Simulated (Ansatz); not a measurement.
# Nb (Im-3m) in Ansatz: convergence with smearing width

Aim: find how far smearing width must go before the results for Nb settle, at PBE. This setting moves, with any that are tied to it; all else stays.

Everything below comes from runs of Ansatz 0.2.0. Logs are shortened: lines on timing, memory, paths and dates and some standing lists are left out, and cuts for length are marked.

## Step 1: Starting point

It takes space group Im-3m (No. 229, cubic). Conventional cell: a = 3.328 Å, b = 3.328 Å, c = 3.328 Å, α = 90.00°, β = 90.00°, γ = 90.00°. Around Nb (site symmetry m-3m) lie 8 Nb at 2.88 Å.

## Step 2: With smearing width 0.3 eV

input.yaml

```yaml
crystal:
  lattice:
    - [-1.66395, 1.66395, 1.66395]
    - [1.66395, -1.66395, 1.66395]
    - [1.66395, 1.66395, -1.66395]
  atoms:
    - { symbol: Nb, position: [0.0, 0.0, 0.0] }
kpoints:
  mp_grid: { grid: [11, 11, 11] }
scf:
  occupations: { method: fermi_dirac, width: 0.3 }
hamiltonian:
  xc: pbe
  pseudopotentials: { kind: all_electron, lapw: { basis_error: 0.001 } }
output:
  forces: true
  stress: true
  eigenvalues: true
```

Potentials or basis: all-electron LAPW, scalar-relativistic.

The run is started by

```
ansatz run input.yaml --threads 1 --pin off --max-ram 3072MiB --backend cpu --events-out ev --progress --plain --runs-dir out
```

The program printed:

```text
Warning: RAYON_NUM_THREADS=1 ignored (pool sized by the plan → 1); use --threads N
LAPW: plane waves up to 7.546 Å⁻¹, error target 1.0e-3 eV per atom; small_component_spin mean_spin; Nb in spheres of 1.441 Å, 29 of its electrons in bands, Dirac shells [] (how accurate: hamiltonian.pseudopotentials.lapw.basis_error, Limitations)
band count auto-derived: 20 (N_el = 29.0; filled up to band 15; 19 by the electrons, moments and atoms)
Engine: ansatz 0.2.0, x86_64-unknown-linux-gnu
Pseudopotentials: kind: all_electron
Pseudopotential: Nb, LAPW, valence charge 29, lapw/all_electron/scalar/gaussian/Nb, Koelling and Harmon's equation, gaussian nucleus
Functional definition: PBE
  parameter kappa = 0.804
  parameter beta = 0.06672455060314922
  exchange = pbe_x(kappa = kappa, mu = beta*pi^2/3)
  correlation = pbe_c(beta = beta)
Crystal: 1 atoms, lattice volume = 18.428 Å³
Basis set: ecut = 216.95130980514023 eV, 135 PW (Γ), exchange–correlation at level 2
Bands: 20, of which v1, the nominal top of the filled ones, is band 15 counted from 1 (14 counted from 0)
Symmetry: 48 space group operations
Space group: Im-3m (ITA 229), of the structure as read, at distance tolerance 2.6e-5 Å
k-points: 56 of 1331
Non-local potential: Nb, projectors of the file, none
Initial density: superposition of atomic densities (chi_scale 0.1, normalization cell)
Initial wavefunctions: plane waves of lowest kinetic energy (no species holds an atomic orbital)
Functional: x = pbe(κ = 0.804, μ = 0.2195149727645171), c = pbe(β = 0.06672455060314922)
iter 1 solved again at ethr=7.68e-4 eV; its pass at ethr=1.00e-1 eV (dr2=2.23e-1 eV) is discarded
SCF iter   1: F=—  HF=-103946.361212 eV  |F-HF|=—  |Δ(HF+E_count)|=         —  Δρ=4.14e-2  dr2=2.23e-1  ethr=7.68e-4  ⟨swp⟩=2.6  Hψ=6857  notcnv=0
preconditioner: auto → Kerker (q_TF=auto, 2.942 Å⁻¹)  [metal: Δε(μ)=0.037 eV  Ē_g=9.203 eV  σ=0.300 eV  W_gap=0.03  n_scr=12 (ndim 8)  ℏωp=19.3 eV  f_vac=0.000  D(μ)=1.19/eV (n_scr^D=12)]
SCF iter   2: F=—  HF=-103945.931649 eV  |F-HF|=—  |Δ(HF+E_count)|=   4.30e-1  Δρ=1.90e-2  dr2=5.53e-2  ethr=7.68e-4  ⟨swp⟩=2.0  Hψ=3133  notcnv=0
SCF iter   3: F=—  HF=-103945.912445 eV  |F-HF|=—  |Δ(HF+E_count)|=         —  Δρ=1.04e-2  dr2=1.96e-2  ethr=1.91e-4  ⟨swp⟩=2.0  Hψ=3075  notcnv=0
the basis was enlarged: its passes take 266.9 KiB over the memory plan, 1 of 1 planned eigensolver slots
SCF iter   4: F=—  HF=-103945.912153 eV  |F-HF|=—  |Δ(HF+E_count)|=   2.92e-4  Δρ=4.16e-3  dr2=3.86e-3  ethr=6.77e-5  ⟨swp⟩=2.0  Hψ=3078  notcnv=0
iter 5 solved again at ethr=8.98e-7 eV; its pass at ethr=1.33e-5 eV (dr2=2.60e-4 eV) is discarded
SCF iter   5: F=—  HF=-103945.912618 eV  |F-HF|=—  |Δ(HF+E_count)|=   4.66e-4  Δρ=1.12e-3  dr2=2.60e-4  ethr=8.98e-7  ⟨swp⟩=2.0  Hψ=5413  notcnv=0
SCF iter   6: F=—  HF=-103945.912618 eV  |F-HF|=—  |Δ(HF+E_count)|=   2.26e-7  Δρ=2.39e-4  dr2=6.06e-6  ethr=8.97e-7  ⟨swp⟩=2.0  Hψ=3183  notcnv=0
SCF iter   7: F=-103945.912619 eV  HF=-103945.912619 eV  |F-HF|=1.09e-8  |Δ(HF+E_count)|=   9.97e-7  Δρ=2.09e-5  dr2=3.30e-8  ethr=2.09e-8  ⟨swp⟩=2.0  Hψ=3183  notcnv=0
SCF 1 converged in 7 iterations: F = -103945.912619 eV  dr2 = 3.30e-8
SCF converged after 7 iterations
Free energy (F): -103945.912619 eV
Harris-Foulkes:  -103945.912619 eV  (|F-HF|=1.09e-8)
Internal energy: -103945.559476 eV  (E = F + TS)
E sigma→0 (E₀):  -103945.736048 eV
Entropy (-TS):   -0.353143 eV (-353.143 meV/atom)
Fermi energy:    19.531117 eV
--- Per-component energies (eV) ---
  E_band       = -3711.149370
  E_kinetic    = 107540.139170
  E_xc         = -3239.871110
  E_electrostatic = -208245.827536  (all electrons and nuclei)
  E_smearing   = -0.353143  (= −TS)
  E_closure    = 0.000000  (closes the sum)
  E_atoms      = -103935.548123  (free atoms, spherical and without spin; not in F)
  Σ components = -103945.912619   (vs F -103945.912619, Δ=0.00e0)
  Basis errors (estimates in eV, not in F): energy 2.3e-4 per atom: plane waves 1.9e-4 (1.0e-4 summed), levels above the bands 3.4e-19, relativity 6.3e-8, radial functions 4.2e-5, core shells 9.4e-8; eigenvalues (radial functions only) 3.1e-6; not estimated: angular momenta, meshes, grids; target (lapw.basis_error) 1.0e-3; muffin-tin radii Nb 1.441 Å
--- Forces (eV/Å), atoms counted from 1 ---
  atom   1  Nb    -0.00000000     0.00000000     0.00000000
  max |Σ_I F_I| component: 1.00e-30 eV/Å
--- Stress (GPa, compression-positive) ---
       -0.809210      -0.000000       0.000000
       -0.000000      -0.809210       0.000000
        0.000000       0.000000      -0.809210
  P = ⅓ Tr σ = -0.8092 GPa (-8.092 kbar)
--- Band table (eV; the first three rows and the last of 56) ---
  k-point 0: bands = ["-323.0884", "-323.0884", "-323.0884", "-172.6783", "-172.6783", "-172.6630", "-172.6630", "-172.6630", "-34.9412", "-10.3006", "-10.3006", "-10.3006", "13.5474", "19.7909", "19.7909", "19.7909", "22.6262", "22.6262", "33.4866", "33.4866"]
  k-point 1: bands = ["-323.0884", "-323.0884", "-323.0884", "-172.6783", "-172.6783", "-172.6630", "-172.6630", "-172.6630", "-34.9237", "-10.4083", "-10.3335", "-10.3014", "13.8748", "19.5926", "19.7354", "20.1067", "22.3470", "22.6292", "33.7388", "34.0523"]
  k-point 2: bands = ["-323.0884", "-323.0884", "-323.0884", "-172.6783", "-172.6783", "-172.6630", "-172.6630", "-172.6630", "-34.8764", "-10.6903", "-10.4209", "-10.3037", "14.7327", "19.1081", "19.4815", "21.0218", "22.0424", "22.6749", "34.0396", "35.3107"]
  k-point 55: bands = ["-323.0884", "-323.0884", "-323.0884", "-172.6783", "-172.6783", "-172.6630", "-172.6630", "-172.6630", "-34.5643", "-11.1711", "-11.1514", "-11.1514", "15.9124", "15.9629", "24.2844", "24.2844", "24.7191", "27.8541", "29.0622", "29.0622"]
```

It took 9.2 s on 1 thread of Intel Xeon at 2.50GHz (Skylake/Cascade Lake), shared host; peak memory 0.27 GiB.

What came out:

```yaml
Free_energy: -103945.9126 eV
Pressure: -0.8 GPa
Band_gap_on_the_k_mesh: none (metal or under the smearing width)
```

## Step 3: With smearing width 0.2 eV

Edit input.yaml of step 2 so:

```diff
@@ -10,3 +10,3 @@
 scf:
-  occupations: { method: fermi_dirac, width: 0.3 }
+  occupations: { method: fermi_dirac, width: 0.2 }
 hamiltonian:
```

Potentials or basis: all-electron LAPW, scalar-relativistic.

The run is started by

```
ansatz run input.yaml --threads 1 --pin off --max-ram 3072MiB --backend cpu --events-out ev --progress --plain --runs-dir out
```

It took 9.4 s on 1 thread of Intel Xeon at 2.50GHz (Skylake/Cascade Lake), shared host; peak memory 0.27 GiB.

Results:

* Free energy: -103945.8094 eV
* Pressure: -1.7 GPa
* Band gap on the k mesh: none (metal or under the smearing width)

## Step 4: With smearing width 0.15 eV

Edit input.yaml of step 3 so:

```diff
@@ -10,3 +10,3 @@
 scf:
-  occupations: { method: fermi_dirac, width: 0.2 }
+  occupations: { method: fermi_dirac, width: 0.15 }
 hamiltonian:
```

The run is started by

```
ansatz run input.yaml --threads 1 --pin off --max-ram 3072MiB --backend cpu --events-out ev --progress --plain --runs-dir out
```

It took 9.1 s on 1 thread of Intel Xeon at 2.50GHz (Skylake/Cascade Lake), shared host; peak memory 0.27 GiB.

What came out:

| Property | Result |
| --- | --- |
| Free energy | -103945.7690 eV |
| Pressure | -1.9 GPa |
| Band gap on the k mesh | none (metal or under the smearing width) |

## Step 5: With smearing width 0.1 eV

Edit input.yaml of step 4 so:

```diff
@@ -10,3 +10,3 @@
 scf:
-  occupations: { method: fermi_dirac, width: 0.15 }
+  occupations: { method: fermi_dirac, width: 0.1 }
 hamiltonian:
```

The run is started by

```
ansatz run input.yaml --threads 1 --pin off --max-ram 3072MiB --backend cpu --events-out ev --progress --plain --runs-dir out
```

Run time: 8.9 s. Hardware: 1 thread of Intel Xeon at 2.50GHz (Skylake/Cascade Lake), shared host; peak memory 0.28 GiB.

Results:

```
Free energy            : -103945.7371 eV
Pressure               : -2.1 GPa
Band gap on the k mesh : none (metal or under the smearing width)
```

## Step 6: With smearing width 0.05 eV

Edit input.yaml of step 5 so:

```diff
@@ -10,3 +10,3 @@
 scf:
-  occupations: { method: fermi_dirac, width: 0.1 }
+  occupations: { method: fermi_dirac, width: 0.05 }
 hamiltonian:
```

Potentials or basis: all-electron LAPW, scalar-relativistic.

The run is started by

```
ansatz run input.yaml --threads 1 --pin off --max-ram 3072MiB --backend cpu --events-out ev --progress --plain --runs-dir out
```

It took 8.1 s on 1 thread of Intel Xeon at 2.50GHz (Skylake/Cascade Lake), shared host; peak memory 0.27 GiB.

What came out:

| Property | Result |
| --- | --- |
| Free energy | -103945.7160 eV |
| Pressure | -2.0 GPa |
| Band gap on the k mesh | none (metal or under the smearing width) |

## Step 7: With smearing width 0.025 eV

Edit input.yaml of step 6 so:

```diff
@@ -10,3 +10,3 @@
 scf:
-  occupations: { method: fermi_dirac, width: 0.05 }
+  occupations: { method: fermi_dirac, width: 0.025 }
 hamiltonian:
```

The run is started by

```
ansatz run input.yaml --threads 1 --pin off --max-ram 3072MiB --backend cpu --events-out ev --progress --plain --runs-dir out
```

Wall time 7.7 s (1 thread of Intel Xeon at 2.50GHz (Skylake/Cascade Lake), shared host); peak memory 0.27 GiB.

It converged, with:

```yaml
Free_energy: -103945.7103 eV
Pressure: -1.9 GPa
Band_gap_on_the_k_mesh: none (metal or under the smearing width)
```

## Step 8: With smearing width 0.01 eV

Edit input.yaml of step 7 so:

```diff
@@ -10,3 +10,3 @@
 scf:
-  occupations: { method: fermi_dirac, width: 0.025 }
+  occupations: { method: fermi_dirac, width: 0.01 }
 hamiltonian:
```

The run is started by

```
ansatz run input.yaml --threads 1 --pin off --max-ram 3072MiB --backend cpu --events-out ev --progress --plain --runs-dir out
```

Wall time 7.4 s (1 thread of Intel Xeon at 2.50GHz (Skylake/Cascade Lake), shared host); peak memory 0.27 GiB.

Results (log left out):

| Item | Value |
| --- | --- |
| Free energy | -103945.7084 eV |
| Pressure | -1.7 GPa |
| Band gap on the k mesh | none (metal or under the smearing width) |

## Step 9: Result

```tsv
smearing width	energy less the tightest run, at zero smearing (meV/atom)	pressure (GPa)	SCF cycles	CPU time (s)	peak memory (GiB)
0.3 eV	-28.09	-0.81	7	9.1	0.27
0.2 eV	-12.85	-1.67	7	9.3	0.27
0.15 eV	-6.38	-1.93	7	9	0.27
0.1 eV	-2.20	-2.05	7	8.8	0.28
0.05 eV	-0.73	-2.00	6	8.1	0.27
0.025 eV	-0.28	-1.87	6	7.7	0.27
0.01 eV	0.00	-1.75	6	7.4	0.27
```

Against the tightest run, the energy stays within 1 meV/atom from 0.05 eV on. Not settled before the last step: the pressure (to 0.1 GPa). Narrower smearing needs a denser k mesh, so at a fixed mesh the narrowest width isn't the most accurate. The tightest run that finished is the yardstick and may itself not be fully converged.
